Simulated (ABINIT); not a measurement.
LiH:

```
Li H
1.0
     0.00000    2.03675    2.03675
     2.03675    0.00000    2.03675
     2.03675    2.03675    0.00000
Li H
1 1
Direct
  0.00000 0.00000 0.00000
  0.50000 0.50000 0.50000
```

```yaml
Program: ABINIT 10.8.3 (patched build)
Task: single point
Functional: PBE
Potentials_or_basis: JTH PAW PBE v2.0
Cutoff: 680 eV
k_mesh: 11 × 11 × 11
Occupations: fermi-dirac, width 0.05 eV
Spin: no spin polarisation
```

On this cell: pressure -1.9 GPa; largest force zero by symmetry; band gap on the k mesh 3.19 eV, direct.

The same run follows on a disturbed copy (atoms moved at random, drawn with an rms of 0.05 Å):

```
Li H
1.0
     0.00000    2.03675    2.03675
     2.03675    0.00000    2.03675
     2.03675    2.03675    0.00000
Li H
1 1
Direct
  0.01223 0.99611 0.00039
  0.49669 0.49811 0.50465
```

Problem. What does the disturbed cell give?

Solution. The energy moves by +0.3 meV/atom; pressure -1.8 GPa; largest force 0.035 eV/Å; band gap on the k mesh 3.20 eV, direct.

Forces on the atoms (eV/Å):
```
Li   0.012 -0.021 -0.026
H   -0.012  0.021  0.026
```

Caveats: an odd mesh through Γ misses points on the zone boundary, where band edges often lie.
